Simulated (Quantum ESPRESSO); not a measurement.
# Ru and the effect of spin-orbit coupling

```cif
data_structure
_symmetry_space_group_name_H-M 'P6_3/mmc'
_symmetry_Int_Tables_number 194
_cell_length_a 2.7058
_cell_length_b 2.7058
_cell_length_c 4.2819
_cell_angle_alpha 90.000
_cell_angle_beta 90.000
_cell_angle_gamma 120.000
_cell_volume 27.15
loop_
_atom_site_label
_atom_site_type_symbol
_atom_site_symmetry_multiplicity
_atom_site_Wyckoff_symbol
_atom_site_fract_x
_atom_site_fract_y
_atom_site_fract_z
_atom_site_occupancy
Ru1 Ru 2 c 0.66667 0.33333 0.75000 1
```

Kept alike: task band structure; functional PBEsol; k mesh 11 × 11 × 6; occupations fermi-dirac, width 0.05 eV. Program: Quantum ESPRESSO, potentials by row: PseudoDojo 0.4.1 SR PBEsol standard (off); PseudoDojo 0.4 FR PBEsol standard (on), cutoff 1143 eV. The mesh is that of the run's cell of 2 atoms.

| spin-orbit coupling | pressure (GPa) |
| --- | --- |
| off | -5.60 |
| on | -5.01 |

Pressure is positive in compression; the values hold the error of the finite cutoff, so their zero can differ a little from the energy's minimum. For a metal such a mesh leaves the last digits unconverged.

What does spin-orbit coupling change here?

The pressure runs from -5.60 (off) to -5.01 GPa (on).

Both runs put the cell under tension, so hcp Ru would contract slightly from this volume with PBEsol, whether or not spin-orbit coupling is included. As the lattice constants lie close to the measured ones, this fits the functional's tendency to make bonds in late 4d metals a little too short. With coupling on, the tension eases from -5.60 to -5.01 GPa, which suggests a marginally larger equilibrium volume.

A small shift is expected: cohesion in Ru comes from a broad, partly filled 4d band, whose width far exceeds the atomic spin-orbit splitting, so the coupling largely redistributes states within the band. It may weaken the bonding slightly by mixing bonding and antibonding d states. The change from a scalar to a fully relativistic potential of another version could, however, account for some or all of the difference, so even its sign can't be assigned firmly to spin-orbit coupling. Pressure, being an integrated quantity, also says nothing about how far individual degeneracies near the Fermi level are lifted, where the coupling can matter much more.
